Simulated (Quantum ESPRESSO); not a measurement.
The system is TePb.

```
Pb Te
1.0
     0.00000    3.23100    3.23100
     3.23100    0.00000    3.23100
     3.23100    3.23100    0.00000
Pb Te
1 1
Direct
  0.00000 0.00000 0.00000
  0.50000 0.50000 0.50000
```

Base run:

| Property | Result |
| --- | --- |
| Program | Quantum ESPRESSO 7.5 |
| Functional | AM05 |
| Potentials or basis | PseudoDojo 0.4.1 SR PBE standard |
| Cutoff | 1088 eV |
| Density cutoff | 4354 eV |
| k mesh | 4 × 4 × 4, shifted |
| Occupations | fermi-dirac, width 0.05 eV |
| Spin | no spin polarisation |

Its results: pressure 0.1 GPa; electronic dielectric tensor (diagonal) 27.18.

Question: The run is repeated on the same cell with these changes: functional from AM05 to LDA; potentials or basis from PseudoDojo 0.4.1 SR PBE standard to PseudoDojo 0.4.1 SR LDA standard. What comes out?

Answer: Pressure -1.7 GPa; electronic dielectric tensor (diagonal) 28.53.

Caveats: the potentials were made for another functional, which shifts forces and pressure (some runs).
